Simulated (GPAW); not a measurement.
**Cu: band structure with SCAN**

Cu:

```xyz
1
Lattice="-1.4428 1.4428 1.3761 1.4428 -1.4428 1.3761 1.4428 1.4428 -1.3761" Properties=species:S:1:pos:R:3 pbc="T T T"
Cu    0.0000    0.0000    0.0000
```

This isn't the form of Cu at room conditions, which is fcc.

```
Program             : GPAW 26.7.0
Task                : band structure
Functional          : SCAN
Potentials or basis : GPAW PAW data sets (gpaw-data 1.2.1)
Cutoff              : 600 eV
Basis               : pw
k mesh              : 13 × 13 × 13
Occupations         : fermi-dirac, width 0.05 eV
Spin                : no spin polarisation
Maxiter             : 150
Band path           : GXMGZPNZ1M,XP
Band points         : 100
```

The pressure is -0.5 GPa and the band gap along the path is none (metal or under the smearing width).

Levels at the corners of the path, in eV from the Fermi level:
```tsv
point	band 1	band 2	band 3	band 4	band 5	band 6	band 7
Γ	-9.92	-3.34	-3.14	-3.14	-2.28	-2.08	26.40
X	-5.32	-3.81	-2.34	-2.11	-1.38	-0.93	4.46
M	-4.93	-4.88	-1.55	-1.55	-1.49	8.20	8.20
Γ	-9.92	-3.34	-3.14	-3.14	-2.28	-2.08	26.40
Z	-4.92	-4.87	-1.58	-1.58	-1.50	8.28	8.28
P	-3.99	-3.99	-3.89	-2.08	-1.97	6.70	7.06
N	-5.28	-4.06	-2.19	-1.96	-1.35	-0.55	5.01
Z1	-4.92	-4.87	-1.58	-1.58	-1.50	8.28	8.28
M	-4.93	-4.88	-1.55	-1.55	-1.49	8.20	8.20
X	-5.32	-3.81	-2.34	-2.11	-1.38	-0.93	4.46
P	-3.99	-3.99	-3.89	-2.08	-1.97	6.70	7.06
```

It took 89 s on 1 thread of Arm Neoverse V1 (shared host), peak memory 0.25 GiB.

Caveat: with this Cu data set, volumes or pressures lay over 1.5 % or 2 GPa off other programs in two to four cells of ten; the PAW data sets were made with another functional, which shifts forces and pressure a little.
